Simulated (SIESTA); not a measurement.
Tl under changes of volume

One of the cells (30.627 Å³/atom); the others are scaled copies at fixed shape and fractional positions:

```
CELL_PARAMETERS angstrom
3.53187 0.00000 0.00000
-1.76594 3.05869 0.00000
0.00000 0.00000 11.34021
ATOMIC_POSITIONS crystal
Tl 0.66667 0.33333 0.75000
Tl 0.00000 0.00000 0.50000
Tl 0.33333 0.66667 0.25000
Tl 0.00000 0.00000 0.00000
```

```yaml
Program: SIESTA 5.4.2
Functional: PBEsol
Potentials_or_basis: PseudoDojo 0.4 standard (PBEsol files)
Basis: DZP (energy shift 0.003 Ry; two zetas on semicore shells)
Grid_cutoff: 500 Ry
Energy_shift: 0.003 Ry
k_mesh: 9 × 9 × 3
Occupations: fermi-dirac, width 0.05 eV
Spin: no spin polarisation
```

```csv
volume (Å³/atom),energy over the lowest point (meV/atom),pressure (GPa)
28.225,0.00,0.3
28.825,0.83,-0.6
29.426,4.74,-1.4
30.627,?,?
31.227,30.58,-3.0
31.828,42.69,-3.4
```

Q: What does the run at 30.627 Å³/atom give?

A: Energy over the lowest point 20.01 meV/atom; pressure -2.6 GPa.

Worked out: A Birch-Murnaghan fit of order 3 (a polynomial in V^(-2/3)) to the other rows has its minimum at 28.38 Å³/atom with B0 = V·E''(V) = 44 GPa and B' = 6.8 at fixed shape and positions, which overstates the stiffness. It gives 20.01 meV/atom at 30.627 Å³/atom, against the run's 20.01, and -dE/dV = -2.6 GPa, against -2.6.

Energies are extrapolated to zero smearing.

Caveats: the basis of atomic orbitals isn't converged, which shifts pressures, moduli and gaps.
